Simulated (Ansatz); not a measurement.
# ZnSe (F-43m): a single-point run

Wanted: a converged single-point run for ZnSe (F-43m), and a check of what comes out. The structure is shown as the input types it.

Method: DFT PBE, scalar-relativistic, plane waves, PAW, in Ansatz 0.2.0.

2 further runs of the same task are left out: 2 that didn't finish. Runs told in other sessions of the task aren't counted.

## 1. The system as given

It takes space group F-43m (No. 216, cubic). The conventional cell has a = 5.733 Å, b = 5.733 Å, c = 5.733 Å, α = 90.00°, β = 90.00°, γ = 90.00°. Zn (site symmetry -43m) is surrounded by 4 Se at 2.48 Å. Around Se (site symmetry -43m) lie 4 Zn at 2.48 Å.

As a file:

```
Zn Se
1.0
     0.00000    2.86642    2.86642
     2.86642    0.00000    2.86642
     2.86642    2.86642    0.00000
Zn Se
1 1
Cartesian
  0.0000 0.0000 0.0000
  4.2996 4.2996 4.2996
```

## 2. Running it

Contents of input.yaml:

```yaml
crystal:
  lattice:
    - [0.0, 2.8664229066, 2.8664229066]
    - [2.8664229066, 0.0, 2.8664229066]
    - [2.8664229066, 2.8664229066, 0.0]
  atoms:
    - { symbol: Zn, position: [0.0, 0.0, 0.0] }
    - { symbol: Se, position: [0.75, 0.75, 0.75] }
basis:
  ecutwfc: 420
  ecutrho_ratio: 4
kpoints:
  mp_grid: { grid: [10, 10, 10] }
hamiltonian:
  xc: pbe
scf:
  occupations: { method: gaussian, width: 0.05 }
  max_iter: 50
output:
  forces: true
  stress: true
total_charge: -4
```

Launch:

```console
ansatz run input.yaml --threads 4 --pin off --max-ram 7168MiB --backend cpu --events-out ev --progress --plain --runs-dir out
```

**Question.** How will this run end, and is anything wrong with its input?

This run ends as converged. It gives a pressure of 29 GPa, which is large; a structure far from rest gives such values too, whatever the setting.

In the input, total_charge is -4. With this charge the calculation describes a differently charged system.

The test: delete total_charge (the default then holds).
